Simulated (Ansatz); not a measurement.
# HgTe: course of a relaxation

Method: DFT PBE, scalar-relativistic, plane waves, PAW (Ansatz 0.2.0). Run with 420 eV cutoff, 12×12×12 k-mesh, Gaussian smearing of 0.10 eV, no spin polarisation.

What was changed: relaxed at 10 GPa.

Spin–orbit coupling is left out, which can shift energies with elements as heavy as these.

Command:

```bash
ansatz run input.yaml --threads 1 --pin off --max-ram 1331MiB --backend cpu --events-out ev --progress --plain --runs-dir out
```

Input:

```yaml
crystal:
  lattice:
    - [0.0, 3.1214160772, 3.1214160772]
    - [3.1214160772, 0.0, 3.1214160772]
    - [3.1214160772, 3.1214160772, 0.0]
  atoms:
    - { symbol: Hg, position: [0.0, 0.0, 0.0] }
    - { symbol: Te, position: [0.25, 0.25, 0.25] }
basis:
  ecutwfc: 420
kpoints:
  mp_grid: { grid: [12, 12, 12] }
hamiltonian:
  xc: pbe
scf:
  occupations: { method: gaussian, width: 0.1 }
output:
  forces: true
  stress: true
  eigenvalues: true
relax:
  adjacent_minimum: "off"
  f_tol: 0.008
  max_steps: 50
  cell: { stress_tol: 0.08, p_target: 10.0 }
```

F is the free energy. Steps run on the plane waves of an earlier cell, but the last one, and at times one on the way, on a freshly chosen basis, so a repeated geometry can differ a little in energy. The relaxation lowers the enthalpy F + PV at the target pressure, so F itself can rise.

Steps:

| step | F − F(1) (eV) | largest force component (eV/Å) | V (Å³/atom) | P (GPa) |
| --- | --- | --- | --- | --- |
| 1 | 0.0000 | 0.000 | 30.413 | 10.60 |
| 2 | -0.0704 | 0.000 | 30.988 | 9.11 |
| 3 | -0.0293 | 0.000 | 30.642 | 9.99 |
| 4 | -0.0294 | 0.000 | 30.642 | 9.99 |

Relaxed structure:

```cif
data_structure
_symmetry_space_group_name_H-M 'P 1'
_symmetry_Int_Tables_number 1
_cell_length_a 4.4254
_cell_length_b 4.4254
_cell_length_c 4.4254
_cell_angle_alpha 60.000
_cell_angle_beta 60.000
_cell_angle_gamma 60.000
_cell_volume 61.28
loop_
_atom_site_label
_atom_site_type_symbol
_atom_site_fract_x
_atom_site_fract_y
_atom_site_fract_z
_atom_site_occupancy
Hg1 Hg 0.00000 0.00000 0.00000 1
Te1 Te 0.25000 0.25000 0.25000 1
```

It takes space group F-43m (No. 216, cubic). Conventional cell: a = 6.258 Å, b = 6.258 Å, c = 6.258 Å, α = 90.00°, β = 90.00°, γ = 90.00°. Around Hg (site symmetry -43m) lie 4 Te at 2.71 Å. Te (site symmetry -43m) is surrounded by 4 Hg at 2.71 Å.

The run converged. Time: 82 s on 1 thread of Arm Neoverse N1, with other jobs on the host, peak memory 0.47 GiB.